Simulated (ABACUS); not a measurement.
Crystal: GaSb.

```
Sb Ga
1.0
     0.00000    3.05900    3.05900
     3.05900    0.00000    3.05900
     3.05900    3.05900    0.00000
Sb Ga
1 1
Direct
  0.75000 0.75000 0.75000
  0.00000 0.00000 0.00000
```

Base run:

- Program: ABACUS 3.10.1
- Functional: PBE
- Potentials or basis: SG15 ONCV 1.2 PBE
- Cutoff: 1102 eV
- Density cutoff: 4408 eV
- Basis: plane waves
- k mesh: 6 × 6 × 6
- Occupations: fermi-dirac, width 0.05 eV
- Spin: no spin polarisation

Its results: band gap on the k mesh none (metal or under the smearing width); pressure 2.3 GPa.

The run is repeated on the same cell with these changes: functional from PBE to AM05; potentials or basis from SG15 ONCV 1.2 PBE to PseudoDojo NC SR 0.5 PBE standard. What comes out?

Band gap on the k mesh none (metal or under the smearing width); pressure 0.2 GPa.

Caveats: this crystal is a semiconductor, whose small gap the functional closes, so the metal is an error of the method; the potentials were made for another functional, which shifts forces and pressure (some runs).
